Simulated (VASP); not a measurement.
SnO:

```
Sn O
1.0
     2.50000   -2.86000    0.00000
     2.50000    2.86000    0.00000
     0.00000    0.00000   11.12000
Sn O
4 4
Direct
  0.55900 0.44100 0.24600
  0.44100 0.55900 0.74600
  0.00000 0.00000 0.50000
  0.00000 0.00000 0.00000
  0.93000 0.43000 0.12000
  0.07000 0.57000 0.62000
  0.57000 0.07000 0.12000
  0.43000 0.93000 0.62000
```

| Item | Value |
| --- | --- |
| Program | VASP 6.6.1 |
| Task | single point |
| Functional | PBEsol |
| Potentials or basis | VASP PAW PBE potentials, release 64 (Sn_d, O) |
| Cutoff | 900 eV |
| k mesh | 10 × 10 × 4 |
| Occupations | gaussian, width 0.05 eV |
| Spin | no spin polarisation |

On this cell: pressure 6.8 GPa; largest force 8.507 eV/Å; band gap on the k mesh none (metal or under the smearing width).

The same run follows on a disturbed copy (grid = ENCUT=900 k=10x10x4 ISMEAR=0 SIGMA=0.05 PREC=Accurate EDIFF=1e-08 LREAL=False ADDGRID=False LASPH=True; atoms moved at random, drawn with an rms of 0.1 Å):

```
CELL_PARAMETERS angstrom
2.50000 -2.86000 0.00000
2.50000 2.86000 0.00000
0.00000 0.00000 11.12000
ATOMIC_POSITIONS crystal
Sn 0.55533 0.42285 0.25145
Sn 0.44693 0.60072 0.74292
Sn 0.00198 0.01869 0.50292
Sn 0.00986 0.02247 0.00898
O 0.92532 0.44285 0.11475
O 0.06480 0.58605 0.62395
O 0.57548 0.07902 0.11930
O 0.44625 0.94405 0.62298
```

What changes?

The energy (extrapolated to zero smearing) moves by +9.6 meV/atom; pressure 9.6 GPa; largest force 10.122 eV/Å; band gap on the k mesh none (metal or under the smearing width).

Forces on the atoms (eV/Å):
```
Sn   0.544  1.588  0.640
Sn  -0.757 -3.459  2.924
Sn  -0.025  0.574  1.806
Sn  -0.263 -1.822 -0.145
O    8.635  0.571  0.063
O   -8.657  1.026 -1.476
O   -8.874 -0.221 -0.480
O    9.397  1.744 -3.333
```

Stress tensor (GPa, compression positive):
```
29.39  1.16 -0.67
 1.16 -0.76 -1.29
-0.67 -1.29  0.18
```

Caveats: the PAW data sets were made with another functional, which shifts forces and pressure a little.
